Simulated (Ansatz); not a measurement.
# Tuning gaps by epitaxial strain

Plane-wave DFT in Ansatz, PBE, scalar-relativistic PAW potentials, cutoff 420 eV, no spin-orbit coupling; no spin polarisation. Equal strain along a and b of the conventional cell, c and the atoms relaxed; gaps sought over the whole zone. A star marks a structure that wasn't matched here to a measured phase, so it may never have been made and needn't be stable; unstarred phases aren't always the most stable ones.

```csv
crystal,strain: gap (eV)
ZnO (P6_3mc),-6.0 %: 0.613; -4.0 %: 0.671; -2.0 %: 0.716; +0.0 %: 0.744; +2.0 %: 0.753; +4.0 %: 0.749; +6.0 %: 0.742
HfO₂ (P4_2/nmc)*,-4.5 %: 4.662; -3.0 %: 4.692; -1.5 %: 4.691; +0.0 %: 4.670; +1.5 %: 4.413; +3.0 %: 4.109; +4.5 %: 3.818
SiC (P6_3mc),-6.0 %: 1.351; -4.0 %: 1.726; -2.0 %: 2.042; +0.0 %: 2.307; +2.0 %: 2.447; +4.0 %: 2.169; +6.0 %: 1.910
AlN (P6_3mc),-4.5 %: 4.438; -3.0 %: 4.410; -1.5 %: 4.333; +0.0 %: 4.034; +1.5 %: 3.735; +3.0 %: 3.445; +4.5 %: 3.168
SnO₂ (P4_2/mnm),-4.5 %: 1.087; -3.0 %: 0.942; -1.5 %: 0.804; +0.0 %: 0.681; +1.5 %: 0.577; +3.0 %: 0.500; +4.5 %: 0.451
```

**Question.** What are the slopes on either side of zero strain, and why can they differ?

**Answer.** ZnO (P6_3mc) +14 and +5; HfO₂ (P4_2/nmc)* -14 and -171; SiC (P6_3mc) +133 and +70; AlN (P6_3mc) -199 and -199; SnO₂ (P4_2/mnm) -82 and -69 meV per % (over the first step on the compressive side, then on the tensile side; a positive slope means the gap grows as the plane is stretched). The slope drops from the first side to the second in HfO₂ (P4_2/nmc)*, SiC (P6_3mc). The gap is the smallest distance between any valence top and conduction valley, so its slope drops where another pair takes over. In HfO₂ (P4_2/nmc)*, SiC (P6_3mc) the strain keeps the symmetry, so nothing splits at zero; most likely two bands or valleys cross within a step of it. Relaxations kept the strained cell's symmetry, so distortions at large strain weren't sought, and coherent films seldom hold more than 2 to 3 %. The slope of one pair of band edges is as a rule more reliable than the Kohn–Sham gap, while the strain at which pairs cross shifts with the functional.

Spin-orbit coupling, left out, matters for the members with heavy elements.

Cost: about 20 core-minutes for the runs cited, on Intel Xeon Platinum 8375C (Ice Lake), Arm Neoverse V2, Arm Neoverse V1 and other processors (shared hosts).